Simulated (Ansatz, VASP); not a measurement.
## One calculation of TiSi2, two programs

The input INCAR:

```
PREC = Accurate
ENCUT = 520
EDIFF = 1E-7
ISMEAR = 0
SIGMA = 0.015
LREAL = F
LASPH = T
NELM = 60
ALGO = Normal
ISIF = 2
LWAVE = F
LCHARG = F
GGA = PE
NBANDS = 29
```

The input KPOINTS:

```
regular mesh
0
Gamma
  7 7 7
```

Contents of POSCAR:

```
TiSi2
1.0
    0.0000000000      4.1175163063      4.2628978354
    2.3895119538      0.0000000000      4.2628978354
    2.3895119538      4.1175163063      0.0000000000
Ti Si
2 4
Direct
    0.7500000000      0.7500000000      0.7500000000
    0.5000000000      0.5000000000      0.5000000000
    0.4125656100      0.0874343900      0.4125656100
    0.0874343900      0.4125656100      0.0874343900
    0.1625656100      0.8374343900      0.1625656100
    0.8374343900      0.1625656100      0.8374343900
```

Contents of input.yaml:

```yaml
crystal:
  lattice:
    - [0.0, 4.1175163063, 4.2628978354]
    - [2.3895119538, 0.0, 4.2628978354]
    - [2.3895119538, 4.1175163063, 0.0]
  atoms:
    - { symbol: Ti, position: [0.75, 0.75, 0.75] }
    - { symbol: Ti, position: [0.5, 0.5, 0.5] }
    - { symbol: Si, position: [0.41256561, 0.08743439, 0.41256561] }
    - { symbol: Si, position: [0.08743439, 0.41256561, 0.08743439] }
    - { symbol: Si, position: [0.16256561, 0.83743439, 0.16256561] }
    - { symbol: Si, position: [0.83743439, 0.16256561, 0.83743439] }
hamiltonian:
  xc: pbe
  pseudopotentials: { kind: paw }
kpoints:
  mp_grid: { grid: [7, 7, 7] }
scf:
  occupations: { method: gaussian, width: 0.015 }
output:
  forces: true
  stress: true
  eigenvalues: true
  write_density: true
  write_potential: true
  elf: true
  volumetric_format: npy
```

The cell is a database's computed one.

Alike in both runs: task single point; functional PBE; k mesh 7 × 7 × 7; occupations gaussian, width 0.015 eV; no spin polarisation.

|  | VASP | Ansatz |
| --- | --- | --- |
| version | VASP 6.6.1 | Ansatz 0.2.0 |
| potentials or method | VASP PAW PBE potentials, release 64 (Ti_sv, Si) | Ansatz PAW |
| plane-wave cutoff (eV) | 520 | 420 |
| valence electrons in the cell | 40 | 40 |

Ansatz gave:

* gap on the k mesh at the Fermi level (eV): none
* pressure (GPa): 2.1
* largest component of the traceless stress (GPa): 1.25
* rms of the force components (eV/Å): 0.007

Problem. Which values does VASP return?

Solution. gap on the k mesh at the Fermi level (eV): none; pressure (GPa): 2.0; largest component of the traceless stress (GPa): 1.25; rms of the force components (eV/Å): 0.006.

Atom by atom the forces differ by 0.000 eV/Å (rms over components). A gap of «none» marks a metal or a gap that the smearing closes.
